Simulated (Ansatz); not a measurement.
## hcp against fcc along group 14

Theory: DFT, revPBE, plane waves (420 eV) with PAW, scalar-relativistic (Ansatz 0.2.0). The PAW files were generated under PBE, with cores re-solved for the functional.

Each structure is relaxed within its symmetry, in the lowest magnetic state of the tried starts. Differences under about 8 meV lie within the error of the k-point mesh.

```json
{"element": "Si", "E(hcp) − E(fcc) (meV/atom)": "-28", "V(hcp) (Å³/atom)": "14.52", "V(fcc) (Å³/atom)": "14.57", "state of hcp": "spin not included", "state of fcc": "spin not included"}
{"element": "Ge", "E(hcp) − E(fcc) (meV/atom)": "8", "V(hcp) (Å³/atom)": "19.71", "V(fcc) (Å³/atom)": "19.93", "state of hcp": "spin not included", "state of fcc": "spin not included"}
{"element": "Sn", "E(hcp) − E(fcc) (meV/atom)": "-3", "V(hcp) (Å³/atom)": "28.32", "V(fcc) (Å³/atom)": "28.66", "state of hcp": "spin not included", "state of fcc": "spin not included"}
{"element": "Pb", "E(hcp) − E(fcc) (meV/atom)": "17", "V(hcp) (Å³/atom)": "32.81", "V(fcc) (Å³/atom)": "32.82", "state of hcp": "spin not included", "state of fcc": "spin not included"}
```
